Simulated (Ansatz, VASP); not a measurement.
C: VASP beside Ansatz

```xyz
4
Lattice="1.2494 0.7214 8.3916 -1.2494 0.7214 8.3916 0.0000 -1.4427 8.3916" Properties=species:S:1:pos:R:3 pbc="T T T"
C     0.0000    0.0000    2.1946
C     0.0000    0.0000   18.9780
C     0.0000    0.0000    6.1968
C     0.0000    0.0000   22.9803
```

Change from the starting cell: volume scaled by 1.04.

Alike in both runs: task single point; functional PBE; k mesh 12 × 12 × 12; occupations fermi-dirac, width 0.05 eV; no spin polarisation.

|  | VASP | Ansatz |
| --- | --- | --- |
| version | VASP 6.6.1 | Ansatz 0.2.0 |
| potentials or method | VASP PAW PBE potentials, release 64 (C) | Ansatz PAW |
| plane-wave cutoff (eV) | 520 | 420 |
| valence electrons in the cell | 16 | 16 |

Ansatz gave:

- gap on the k mesh at the Fermi level (eV): 0.17
- least direct gap on the mesh (eV): 0.17
- pressure (GPa): -8.0
- largest component of the traceless stress (GPa): 8.22
- rms of the force components (eV/Å): 0.005

Estimate VASP's values.

gap on the k mesh at the Fermi level (eV): 0.17; least direct gap on the mesh (eV): 0.17; pressure (GPa): -7.7; largest component of the traceless stress (GPa): 7.82; rms of the force components (eV/Å): 0.004.

Atom by atom the forces differ by 0.000 eV/Å (rms over components). The functional is the same, so the differences come from potentials, cutoffs and numerics.

Caveats: the pressure holds a Pulay correction of +0.4 GPa for the finite cutoff (Ansatz). A k mesh can miss the band edges.
